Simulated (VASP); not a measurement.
Input of a VASP 6.6.1 run:

Contents of INCAR:

```
PREC = Accurate
ENCUT = 520
EDIFF = 1E-6
ISMEAR = 0
SIGMA = 0.15
LREAL = False
LASPH = True
NELM = 60
ALGO = Fast
ISIF = 2
LWAVE = False
LCHARG = False
GGA = PE
NBANDS = 17
```

File KPOINTS:

```
Automatic mesh
0
Gamma
  15 15 8
```

POSCAR

```
Sr
1.0
    4.2677565828      0.0000000000      0.0000000000
   -2.1338782914      3.6959856179      0.0000000000
    0.0000000000      0.0000000000      7.0133159835
Sr
2
Direct
    0.3333333333      0.6666666667      0.2500000000
    0.6666666667      0.3333333333      0.7500000000
```

Potentials or basis: VASP PAW PBE potentials, release 64 (Sr_sv).

The run is started by

```sh
$ cat potpaw_PBE.64/Sr_sv/POTCAR > POTCAR
$ mpirun -np 1 vasp_std > vasp.out
```

Estimate the band gap on the k mesh.

none (metal or under the smearing width).

What does it give for the pressure?

0.0 GPa.
